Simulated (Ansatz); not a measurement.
The system is AlNi.

```
CELL_PARAMETERS angstrom
2.88100 0.00000 0.00000
0.00000 2.88100 0.00000
0.00000 0.00000 2.88100
ATOMIC_POSITIONS crystal
Ni 0.50000 0.50000 0.50000
Al 0.00000 0.00000 0.00000
```

| Property | Result |
| --- | --- |
| Program | Ansatz 0.2.0 |
| Task | relaxation of cell and atoms |
| Functional | RPBE |
| Potentials or basis | Ansatz PAW |
| Cutoff | 420 eV (not typed: the program's choice for these potentials) |
| k mesh | 9 × 9 × 9 |
| Occupations | fermi-dirac, width 0.05 eV |
| Spin | collinear spin, ferromagnetic start |
| Starting moments | [1.0, 0.0] μB |

At the start: volume 11.96 Å³/atom.

Task: How do energy, volume and symmetry change on relaxing?

Result: It ends after 5 steps and the volume is 12.39 Å³/atom (+3.6 %); space group Pm-3m (No. 221, to 0.05 Å); moment 0.00 μB per cell.

The path:
```
step  energy change (eV)  largest force (eV/Å)  volume (Å³)
   1              0.0000                0.0000        23.91
   2             -0.0127                0.0000        24.43
   3             -0.0150                0.0000        24.76
   4             -0.0150                0.0000        24.78
   5             -0.0153                0.0000        24.78
```

Final structure:
```cif
data_structure
_symmetry_space_group_name_H-M 'P 1'
_symmetry_Int_Tables_number 1
_cell_length_a 2.9156
_cell_length_b 2.9156
_cell_length_c 2.9156
_cell_angle_alpha 90.000
_cell_angle_beta 90.000
_cell_angle_gamma 90.000
_cell_volume 24.78
loop_
_atom_site_label
_atom_site_type_symbol
_atom_site_fract_x
_atom_site_fract_y
_atom_site_fract_z
_atom_site_occupancy
Ni1 Ni 0.50000 0.50000 0.50000 1
Al1 Al 0.00000 0.00000 0.00000 1
```

Caveat: the plane-wave basis is chosen anew once the cell has moved, so the energies of steps on either side of that aren't comparable; the PAW data sets come from PBE, with cores solved anew for the run's functional, which leaves a small shift of forces and pressure; the starting moments weren't kept.
